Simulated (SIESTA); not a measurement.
The system is HgTe (Coloradoite).

```xyz
2
Lattice="0.0000 3.2145 3.2145 3.2145 0.0000 3.2145 3.2145 3.2145 0.0000" Properties=species:S:1:pos:R:3 pbc="T T T"
Hg    0.0000    0.0000    0.0000
Te    4.8217    4.8217    4.8217
```

```yaml
Program: SIESTA 5.4.2
Task: relaxation of cell and atoms
Functional: PBE
Potentials_or_basis: PseudoDojo 0.4 standard (PBE files)
Basis: TZDP (energy shift 0.003 Ry; two zetas on semicore shells)
Grid_cutoff: 800 Ry
Energy_shift: 0.003 Ry
k_mesh: 7 × 7 × 7
Occupations: fermi-dirac, width 0.05 eV
Spin: no spin polarisation
```

At the start: pressure 3.9 GPa; volume 33.22 Å³/atom.

Problem. Where does the relaxation end?

Solution. Over 4 steps the energy falls by 28.9 meV/atom and the volume is 35.94 Å³/atom (+8.2 %); space group F-43m (No. 216, to 0.05 Å).

The path:
```
step  energy change (eV)  largest force (eV/Å)  pressure (GPa)  volume (Å³)
   1              0.0000                0.0000            3.85        66.43
   2             -0.0417                0.0003            1.89        68.76
   3             -0.0568                0.0006           -0.40        72.60
   4             -0.0577                0.0005           -0.01        71.89
```

Final structure:
```xyz
2
Lattice="0.0002 3.3003 3.3003 3.3003 0.0002 3.3003 3.3003 3.3003 0.0002" Properties=species:S:1:pos:R:3 pbc="T T T"
Hg    0.0000    0.0000    0.0000
Te    4.9505    4.9505    4.9505
```

Caveat: short orbitals over semicore shells can move pressures by several GPa; the basis of atomic orbitals isn't converged, which shifts pressures, moduli and gaps.
